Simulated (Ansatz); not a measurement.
# Au (Im-3m) in Ansatz: settings compared

The runs below take Au through relaxation of cell and atoms, with LDA, PBEsol.

All numbers are computed with Ansatz 0.2.0; they aren't measurements. Logs are shortened: lines on timing, memory, paths and dates and some standing lists are left out, and cuts for length are marked.

**1. The crystal as given**

It takes space group Im-3m (No. 229, cubic). Conventional cell: a = 3.315 Å, b = 3.315 Å, c = 3.315 Å, α = 90.00°, β = 90.00°, γ = 90.00°. Au (site symmetry m-3m) has 8 Au at 2.87 Å as nearest neighbours.

This isn't the form of Au at room conditions, which is fcc.

**2. Relaxation of cell and atoms, LDA**

The input, input.yaml:

```yaml
crystal:
  lattice:
    - [-1.657269, 1.657269, 1.657269]
    - [1.657269, -1.657269, 1.657269]
    - [1.657269, 1.657269, -1.657269]
  atoms:
    - { symbol: Au, position: [0.0, 0.0, 0.0] }
hamiltonian:
  xc: lda
  pseudopotentials: { kind: paw }
kpoints:
  mp_grid: { grid: [11, 11, 11] }
scf:
  occupations: { method: fermi_dirac, width: 0.05 }
output:
  forces: true
  stress: true
  eigenvalues: true
relax:
  f_tol: 0.01
  max_steps: 40
  cell: { stress_tol: 0.05 }
```

Potentials or basis: Ansatz PAW.

Launch:

```bash
> ansatz run input.yaml --threads 2 --pin off --max-ram 5632MiB --backend cpu --events-out ev --progress --plain --runs-dir out
```

What it wrote:

```text
Warning: RAYON_NUM_THREADS=2 ignored (pool sized by the plan → 2); use --threads N
Engine: ansatz 0.2.0, aarch64-unknown-linux-gnu
Pseudopotentials: kind: paw
Pseudopotential: Au, paw, valence charge 19, recommended cutoff 420 eV (normal), Au.paw.azcp
Functional definition: SPW92
  exchange = slater_x
  correlation = pw_c
Crystal: 1 atoms, lattice volume = 18.207 Å³
Basis set: ecut = 420 eV, 369 PW (Γ)
Bands: 14, of which v1, the nominal top of the filled ones, is band 10 counted from 1 (9 counted from 0)
Symmetry: 48 space group operations
Space group: Im-3m (ITA 229), of the structure as read, at distance tolerance 2.6e-5 Å
k-points: 56 of 1331
Non-local potential: Au, projectors of the file, l = 0: 3, l = 1: 2, l = 2: 2, l = 3: 1
PAW form: soft (Blöchl's): semilocal exchange-correlation on the pseudo side does not see the compensation charge
PAW frozen core: Au, regenerated for the run's functional, and the local potential with it (the file was generated under x = pbe(κ = 0.804, μ = 0.2195149727645171), c = pbe(β = 0.06672455060314922))
PAW one-centre angular grid: Au, 590 points (default); XC on 64 Gauss nodes
Initial density: superposition of atomic densities (neutral atoms: chi_scale 0, normalization atom), corrected by the library's trained network
Initial wavefunctions: pseudopotential atomic-orbital guess
Functional: x = slater, c = lda
SCF iter   1: F=—  HF=-12864.857627 eV  |F-HF|=—  |Δ(HF+E_count)|=         —  Δρ=7.72e-3  dr2=6.86e-3  ethr=1.77e-3  ⟨swp⟩=4.5  Hψ=3938  notcnv=0
preconditioner: auto → Kerker (q_TF=auto, 2.748 Å⁻¹)  [metal: Δε(μ)=0.046 eV  Ē_g=15.440 eV  σ=0.050 eV  W_gap=0.22  n_scr=12 (ndim 8)  ℏωp=28.9 eV  f_vac=0.000  D(μ)=0.81/eV (n_scr^D=12)]
SCF iter   2: F=—  HF=-12864.856057 eV  |F-HF|=—  |Δ(HF+E_count)|=   1.57e-3  Δρ=3.67e-3  dr2=1.25e-3  ethr=3.61e-5  ⟨swp⟩=1.3  Hψ=1247  notcnv=0
SCF iter   3: F=—  HF=-12864.855647 eV  |F-HF|=—  |Δ(HF+E_count)|=   4.10e-4  Δρ=5.85e-4  dr2=1.69e-5  ethr=6.58e-6  ⟨swp⟩=2.4  Hψ=1059  notcnv=0
SCF iter   4: F=—  HF=-12864.855654 eV  |F-HF|=—  |Δ(HF+E_count)|=   6.33e-6  Δρ=4.20e-5  dr2=1.11e-7  ethr=8.91e-8  ⟨swp⟩=2.1  Hψ=1019  notcnv=0
iter 5 did not close the SCF: its close was put off for the readings that it lacked (scf_convergence_deferred on its scf_iter line)
SCF iter   5: F=-12864.855654 eV  HF=-12864.855654 eV  |F-HF|=1.88e-9  |Δ(HF+E_count)|=   1.88e-9  Δρ=9.18e-6  dr2=6.03e-9  ethr=5.84e-10  ⟨swp⟩=2.2  Hψ=1041  notcnv=0
SCF iter   6: F=-12864.855654 eV  HF=-12864.855654 eV  |F-HF|=6.51e-10  |Δ(HF+E_count)|=  1.58e-10  Δρ=2.20e-6  dr2=8.58e-10  ethr=3.17e-11  ⟨swp⟩=2.0  Hψ=2563  notcnv=0
SCF 1 converged in 6 iterations: F = -12864.855654 eV  dr2 = 8.58e-10
relax step   1: F+E_penalty+E_count = -12864.85565350 eV  Δ(F+E_penalty+E_count) = +0.000e0 eV  max|allowed force component| = 0.000e0 eV/Å  Δτ_max = 0.0000 Å  P = -13.050 GPa  Ω = 18.207 Å³  (6 SCF iters, dr2 threshold 1.00e-7 eV, accepted)
Crystal: 1 atoms, lattice volume = 15.672 Å³
Basis set: ecut = 420 eV, 321 PW (Γ)
Initial density: handed on by an earlier stage of this run
Initial wavefunctions: those handed on with the density
iter 1 solved again at ethr=9.24e-5 eV; its pass at ethr=3.10e-3 eV (dr2=1.75e-2 eV) is discarded
SCF iter   1: F=—  HF=-12864.895023 eV  |F-HF|=—  |Δ(HF+E_count)|=         —  Δρ=1.12e-2  dr2=1.75e-2  ethr=9.24e-5  ⟨swp⟩=1.0  Hψ=5518  notcnv=0
preconditioner: auto → none  [metal: Δε(μ)=0.111 eV  Ē_g=17.041 eV  σ=0.050 eV  W_gap=0.50  n_scr=0 (ndim 8)  ℏωp=31.1 eV  f_vac=0.000  D(μ)=0.43/eV (n_scr^D=0)]
SCF iter   2: F=—  HF=-12864.889638 eV  |F-HF|=—  |Δ(HF+E_count)|=   5.39e-3  Δρ=4.74e-3  dr2=1.33e-3  ethr=9.20e-5  ⟨swp⟩=2.0  Hψ=1321  notcnv=0
SCF iter   3: F=—  HF=-12864.889169 eV  |F-HF|=—  |Δ(HF+E_count)|=   4.68e-4  Δρ=1.87e-3  dr2=2.20e-4  ethr=7.01e-6  ⟨swp⟩=2.8  Hψ=1310  notcnv=0
SCF iter   4: F=—  HF=-12864.889103 eV  |F-HF|=—  |Δ(HF+E_count)|=   6.61e-5  Δρ=5.97e-4  dr2=2.04e-5  ethr=1.16e-6  ⟨swp⟩=1.1  Hψ=788  notcnv=0
SCF iter   5: F=—  HF=-12864.889070 eV  |F-HF|=—  |Δ(HF+E_count)|=   3.34e-5  Δρ=8.99e-5  dr2=4.45e-7  ethr=1.07e-7  ⟨swp⟩=2.0  Hψ=840  notcnv=0
SCF iter   6: F=-12864.889070 eV  HF=-12864.889070 eV  |F-HF|=1.25e-9  |Δ(HF+E_count)|=   1.02e-7  Δρ=7.74e-6  dr2=3.36e-9  ethr=5.26e-10  ⟨swp⟩=4.2  Hψ=2763  notcnv=0
SCF 2 converged in 6 iterations: F = -12864.889070 eV  dr2 = 3.36e-9
relax step   2: F+E_penalty+E_count = -12864.88906968 eV  Δ(F+E_penalty+E_count) = -3.342e-2 eV  max|allowed force component| = 0.000e0 eV/Å  Δτ_max = 0.0000 Å  P = +13.505 GPa  Ω = 15.672 Å³  energy of the carried Pulay correction = +6.226e-4 eV  (6 SCF iters, dr2 threshold 1.00e-7 eV, accepted)
Crystal: 1 atoms, lattice volume = 16.866 Å³
iter 1 solved again at ethr=2.10e-5 eV; its pass at ethr=3.10e-3 eV (dr2=3.99e-3 eV) is discarded
SCF iter   1: F=—  HF=-12864.926392 eV  |F-HF|=—  |Δ(HF+E_count)|=         —  Δρ=5.23e-3  dr2=4.11e-3  ethr=2.10e-5  ⟨swp⟩=1.0  Hψ=5505  notcnv=0
preconditioner: auto → Kerker (q_TF=auto, 2.783 Å⁻¹)  [metal: Δε(μ)=0.051 eV  Ē_g=16.339 eV  σ=0.050 eV  W_gap=0.25  n_scr=12 (ndim 8)  ℏωp=30.0 eV  f_vac=0.000  D(μ)=0.73/eV (n_scr^D=12)]
SCF iter   2: F=—  HF=-12864.925371 eV  |F-HF|=—  |Δ(HF+E_count)|=   1.02e-3  Δρ=2.88e-3  dr2=1.07e-3  ethr=2.10e-5  ⟨swp⟩=1.0  Hψ=784  notcnv=0
SCF iter   3: F=—  HF=-12864.925039 eV  |F-HF|=—  |Δ(HF+E_count)|=   3.32e-4  Δρ=5.15e-4  dr2=2.24e-5  ethr=5.65e-6  ⟨swp⟩=2.1  Hψ=1069  notcnv=0
SCF iter   4: F=—  HF=-12864.925039 eV  |F-HF|=—  |Δ(HF+E_count)|=   8.79e-9  Δρ=8.40e-5  dr2=5.44e-7  ethr=1.18e-7  ⟨swp⟩=1.9  Hψ=848  notcnv=0
SCF iter   5: F=-12864.925039 eV  HF=-12864.925039 eV  |F-HF|=1.40e-8  |Δ(HF+E_count)|=   5.76e-8  Δρ=1.62e-5  dr2=3.74e-8  ethr=5.26e-10  ⟨swp⟩=4.7  Hψ=3171  notcnv=0
SCF 3 converged in 5 iterations: F = -12864.925039 eV  dr2 = 3.74e-8
relax step   3: F+E_penalty+E_count = -12864.92503895 eV  Δ(F+E_penalty+E_count) = -3.597e-2 eV  max|allowed force component| = 0.000e0 eV/Å  Δτ_max = 0.0000 Å  P = -2.469 GPa  Ω = 16.866 Å³  energy of the carried Pulay correction = +3.180e-4 eV  (5 SCF iters, dr2 threshold 1.00e-7 eV, accepted)
Crystal: 1 atoms, lattice volume = 16.644 Å³
iter 1 solved again at ethr=5.66e-7 eV; its pass at ethr=3.10e-3 eV (dr2=1.08e-4 eV) is discarded
SCF iter   1: F=—  HF=-12864.926927 eV  |F-HF|=—  |Δ(HF+E_count)|=         —  Δρ=9.96e-4  dr2=1.52e-4  ethr=5.66e-7  ⟨swp⟩=2.1  Hψ=5220  notcnv=0
preconditioner: auto → Kerker (q_TF=auto, 2.789 Å⁻¹)  [metal: Δε(μ)=0.066 eV  Ē_g=16.442 eV  σ=0.050 eV  W_gap=0.32  n_scr=12 (ndim 8)  ℏωp=30.2 eV  f_vac=0.000  D(μ)=0.64/eV (n_scr^D=0)]
SCF iter   2: F=—  HF=-12864.926892 eV  |F-HF|=—  |Δ(HF+E_count)|=   3.48e-5  Δρ=5.31e-4  dr2=3.66e-5  ethr=5.66e-7  ⟨swp⟩=1.2  Hψ=823  notcnv=0
SCF iter   3: F=—  HF=-12864.926875 eV  |F-HF|=—  |Δ(HF+E_count)|=   1.70e-5  Δρ=1.04e-4  dr2=1.02e-6  ethr=1.93e-7  ⟨swp⟩=1.9  Hψ=1050  notcnv=0
SCF iter   4: F=-12864.926875 eV  HF=-12864.926875 eV  |F-HF|=4.70e-9  |Δ(HF+E_count)|=   2.28e-8  Δρ=2.04e-5  dr2=3.13e-8  ethr=5.26e-10  ⟨swp⟩=5.0  Hψ=3684  notcnv=0
SCF 4 converged in 4 iterations: F = -12864.926875 eV  dr2 = 3.13e-8
relax step   4: F+E_penalty+E_count = -12864.92687541 eV  Δ(F+E_penalty+E_count) = -1.836e-3 eV  max|allowed force component| = 0.000e0 eV/Å  Δτ_max = 0.0000 Å  P = -0.060 GPa  Ω = 16.644 Å³  energy of the carried Pulay correction = +3.732e-4 eV  (4 SCF iters, dr2 threshold 1.00e-7 eV, accepted)
Crystal: 1 atoms, lattice volume = 16.638 Å³
iter 1 solved again at ethr=4.11e-10 eV; its pass at ethr=3.10e-3 eV (dr2=7.82e-8 eV) is discarded
SCF iter   1: F=—  HF=-12864.926878 eV  |F-HF|=—  |Δ(HF+E_count)|=         —  Δρ=2.77e-5  dr2=9.32e-8  ethr=4.11e-10  ⟨swp⟩=2.0  Hψ=5062  notcnv=0
preconditioner: auto → Kerker (q_TF=auto, 2.789 Å⁻¹)  [metal: Δε(μ)=0.065 eV  Ē_g=16.452 eV  σ=0.050 eV  W_gap=0.31  n_scr=12 (ndim 8)  ℏωp=30.2 eV  f_vac=0.000  D(μ)=0.64/eV (n_scr^D=0)]
SCF iter   2: F=—  HF=-12864.926878 eV  |F-HF|=—  |Δ(HF+E_count)|=   1.20e-8  Δρ=1.79e-5  dr2=3.65e-8  ethr=4.11e-10  ⟨swp⟩=1.0  Hψ=784  notcnv=0
SCF iter   3: F=-12864.926878 eV  HF=-12864.926878 eV  |F-HF|=3.27e-11  |Δ(HF+E_count)|=   5.97e-9  Δρ=1.67e-6  dr2=2.36e-10  ethr=4.76e-11  ⟨swp⟩=3.0  Hψ=2686  notcnv=0
SCF 5 converged in 3 iterations: F = -12864.926878 eV  dr2 = 2.36e-10
relax step   5: F+E_penalty+E_count = -12864.92687773 eV  Δ(F+E_penalty+E_count) = -2.317e-6 eV  max|allowed force component| = 0.000e0 eV/Å  Δτ_max = 0.0000 Å  P = +0.000 GPa  Ω = 16.638 Å³  energy of the carried Pulay correction = +3.745e-4 eV  (3 SCF iters, dr2 threshold 9.05e-9 eV, accepted)
Initial wavefunctions: pseudopotential atomic-orbital guess (no wavefunctions were taken with the density)
iter 1 solved again at ethr=6.53e-9 eV; its pass at ethr=3.10e-3 eV (dr2=1.24e-6 eV) is discarded
SCF iter   1: F=—  HF=-12864.926451 eV  |F-HF|=—  |Δ(HF+E_count)|=         —  Δρ=2.03e-4  dr2=9.29e-7  ethr=6.53e-9  ⟨swp⟩=3.1  Hψ=6202  notcnv=0
preconditioner: auto → Kerker (q_TF=auto, 2.789 Å⁻¹)  [metal: Δε(μ)=0.064 eV  Ē_g=16.452 eV  σ=0.050 eV  W_gap=0.31  n_scr=12 (ndim 8)  ℏωp=30.2 eV  f_vac=0.000  D(μ)=0.64/eV (n_scr^D=0)]
SCF iter   2: F=—  HF=-12864.926452 eV  |F-HF|=—  |Δ(HF+E_count)|=   2.60e-8  Δρ=1.06e-4  dr2=2.28e-7  ethr=4.89e-9  ⟨swp⟩=2.0  Hψ=1281  notcnv=0
SCF iter   3: F=—  HF=-12864.926452 eV  |F-HF|=—  |Δ(HF+E_count)|=   4.08e-8  Δρ=1.02e-5  dr2=2.11e-9  ethr=1.20e-9  ⟨swp⟩=3.0  Hψ=1315  notcnv=0
SCF iter   4: F=—  HF=-12864.926452 eV  |F-HF|=—  |Δ(HF+E_count)|=  9.13e-10  Δρ=4.87e-7  dr2=2.17e-11  ethr=1.11e-11  ⟨swp⟩=2.0  Hψ=840  notcnv=0
SCF iter   5: F=-12864.926452 eV  HF=-12864.926452 eV  |F-HF|=3.64e-12  |Δ(HF+E_count)|=  3.64e-12  Δρ=5.57e-8  dr2=3.73e-13  ethr=1.00e-12  ⟨swp⟩=5.0  Hψ=2914  notcnv=0
SCF 6 converged in 5 iterations: F = -12864.926452 eV  dr2 = 3.73e-13
relax step   6: F+E_penalty+E_count = -12864.92645155 eV  Δ(F+E_penalty+E_count) = +4.262e-4 eV  max|allowed force component| = 0.000e0 eV/Å  Δτ_max = 0.0000 Å  P = +0.008 GPa  Ω = 16.638 Å³  stress off target by 8.35e-3 GPa  SCF on the basis re-selected at this cell (its energy is not comparable with the rows above)  (5 SCF iters)
basis re-selected at this cell: Δ(F+E_penalty+E_count) = +4.262e-4 eV, ΔP = +0.008 GPa vs the last step (what re-selecting the basis moved, of the pressure what is left beyond the Pulay correction that the steps carried, after the strain that the cell walked since its last selection, with what the two solves' SCF thresholds leave and, on support functions, any second-order correction that the steps lacked; it is no measure of the basis error at this ecutwfc). This SCF's stress stands 8.35e-3 GPa from its target on what of the cell is left free (relax.cell.stress_tol is 5.00e-2 GPa) and its largest allowed force component is 0.00e0 eV/Å (relax.f_tol is 1.00e-2 eV/Å): within both
SCF converged after 5 iterations
Free energy (F): -12864.926452 eV
Harris-Foulkes:  -12864.926452 eV  (|F-HF|=3.64e-12)
Internal energy: -12864.921600 eV  (E = F + TS)
E sigma→0 (E₀):  -12864.924026 eV
Entropy (-TS):   -0.004852 eV (-4.852 meV/atom)
Fermi energy:    20.757518 eV
--- Per-component energies (eV) ---
  E_band       = -203.880455
  E_kinetic    = 605.637206
  E_local      = -1673.960210  (includes V_loc(G=0)·N_el)
  E_nonlocal   = 81.235923
  E_hartree    = 712.839037
  E_xc         = -227.048763
  E_vxc        = -275.454505  (∫ρ·V_xc dr)
  E_paw        = -9423.402287  (= ΣΔE_a)
  E_vpaw       = -367.018268  (= ΣTr[D̂ρ^β])
  E_aug_tail   = 0.001294  (compensation charges beyond the density's cutoff)
  E_ewald      = -2940.746517
  E_core_change = 0.522718  (= ΣΔE_core)
  E_smearing   = -0.004852  (= −TS)
  E_closure    = 0.000000  (closes the sum)
  Σ components = -12864.926452   (vs F -12864.926452, Δ=0.00e0)
--- Forces (eV/Å), atoms counted from 1 ---
  atom   1  Au    -0.00000000     0.00000000    -0.00000000
  max |Σ_I F_I| component: 7.40e-32 eV/Å
--- Stress (GPa, compression-positive) ---
        0.008354      -0.000000      -0.000000
       -0.000000       0.008354       0.000000
       -0.000000       0.000000       0.008354
  P = ⅓ Tr σ = 0.0084 GPa (0.084 kbar)
--- Band table (eV; the first three rows and the last of 56) ---
  k-point 0: bands = ["-84.7712", "-35.9783", "-35.9783", "-35.9783", "10.7302", "15.9256", "15.9256", "15.9256", "17.9709", "17.9709", "37.3753", "37.3753", "37.3753", "45.5493"]
  k-point 1: bands = ["-84.7700", "-35.9984", "-35.9855", "-35.9780", "11.0409", "15.8240", "15.9321", "16.1511", "17.8524", "17.9786", "37.3482", "37.4388", "37.7817", "43.0124"]
  k-point 2: bands = ["-84.7668", "-36.0520", "-36.0050", "-35.9775", "11.8957", "15.5617", "15.9457", "16.7953", "17.6604", "18.0073", "35.8766", "36.9581", "38.9152", "41.1649"]
  k-point 55: bands = ["-84.7444", "-36.1676", "-36.1650", "-36.1650", "13.9380", "13.9649", "18.9891", "18.9891", "19.1160", "26.0565", "27.5757", "27.5757", "31.7460", "37.2170"]
--- Relaxed structure (5 steps of the walk, 5 accepted, 1 SCFs on fresh bases) ---
  F+E_penalty+E_count = -12864.92645155 eV   max|allowed force component| = 0.000e0 eV/Å   (the final SCF, on the basis selected at the relaxed cell)
  cell:  # Å, volume = 16.6385 Å³
    - [-1.6082417592890033, 1.6082417592890033, 1.6082417592890033]
    - [1.6082417592890033, -1.6082417592890033, 1.6082417592890033]
    - [1.6082417592890033, 1.6082417592890033, -1.6082417592890033]
  atoms:
    - { symbol: Au, position: [0.0, 0.0, 0.0] }
```

It took 2.4 s on 2 threads of Arm Neoverse V2, shared host; peak memory 0.27 GiB.

Results:

* Free energy: -12864.9265 eV
* Relaxed volume: 16.64 Å³/atom
* Relaxed cell: a = 2.786 Å, b = 2.786 Å, c = 2.786 Å, α = 109.47°, β = 109.47°, γ = 109.47°
* Space group after relaxing (to 0.05 Å): Im-3m (No. 229)
* Energy gained by relaxing: 70.8 meV/atom
* Ionic steps: 6
* Pressure after relaxing: 0.0 GPa
* Band gap on the k mesh: none (metal or under the smearing width)

The path:
```
step  energy change (eV)  largest force (eV/Å)  volume (Å³)
   1              0.0000                0.0000        18.21
   2             -0.0334                0.0000        15.67
   3             -0.0694                0.0000        16.87
   4             -0.0712                0.0000        16.64
   5             -0.0712                0.0000        16.64
   6             -0.0708                0.0000        16.64
```

Final structure:
```
Au
1.0
    -1.60824    1.60824    1.60824
     1.60824   -1.60824    1.60824
     1.60824    1.60824   -1.60824
Au
1
Cartesian
  0.0000 0.0000 0.0000
```

Levels at points of the mesh, in eV from the Fermi level:
```
           k point  band 6  band 7  band 8  band 9  band 10  band 11  band 12  band 13  band 14
(0.00, 0.00, 0.00)   -4.83   -4.83   -4.83   -2.79    -2.79    16.62    16.62    16.62    24.79
```

Caveat: the plane-wave basis is chosen anew once the cell has moved, so the energies of steps on either side of that aren't comparable; the PAW data sets come from PBE, with cores solved anew for the run's functional, which leaves a small shift of forces and pressure.

**3. Relaxation of cell and atoms, PBEsol**

Changes to input.yaml since step 2:

```diff
@@ -8,3 +8,3 @@
 hamiltonian:
-  xc: lda
+  xc: pbesol
   pseudopotentials: { kind: paw }
```

Potentials or basis: Ansatz PAW.

Launch:

```bash
> ansatz run input.yaml --threads 2 --pin off --max-ram 5632MiB --backend cpu --events-out ev --progress --plain --runs-dir out
```

Run time: 2.3 s. Hardware: 2 threads of Arm Neoverse V2, shared host; peak memory 0.27 GiB.

The run converged. Its results:

* Free energy: -13007.0718 eV
* Relaxed volume: 17.08 Å³/atom
* Relaxed cell: a = 2.810 Å, b = 2.810 Å, c = 2.810 Å, α = 109.47°, β = 109.47°, γ = 109.47°
* Space group after relaxing (to 0.05 Å): Im-3m (No. 229)
* Energy gained by relaxing: 33.4 meV/atom
* Ionic steps: 4
* Pressure after relaxing: 0.0 GPa
* Band gap on the k mesh: none (metal or under the smearing width)

Step by step:
```
step  energy change (eV)  largest force (eV/Å)  volume (Å³)
   1              0.0000                0.0000        18.21
   2             -0.0321                0.0000        17.31
   3             -0.0337                0.0000        17.08
   4             -0.0334                0.0000        17.08
```

Final structure:
```xyz
1
Lattice="-1.6225 1.6225 1.6225 1.6225 -1.6225 1.6225 1.6225 1.6225 -1.6225" Properties=species:S:1:pos:R:3 pbc="T T T"
Au    0.0000    0.0000    0.0000
```

Levels at points of the mesh, in eV from the Fermi level:
| k point | band 7 | band 8 | band 9 | band 10 | band 11 | band 12 | band 13 | band 14 |
| --- | --- | --- | --- | --- | --- | --- | --- | --- |
| (0.00, 0.00, 0.00) | -4.69 | -4.69 | -2.74 | -2.74 | 16.55 | 16.55 | 16.55 | 24.41 |

Caveat: the plane-wave basis is chosen anew once the cell has moved, so the energies of steps on either side of that aren't comparable; the PAW data sets come from PBE, with cores solved anew for the run's functional, which leaves a small shift of forces and pressure.
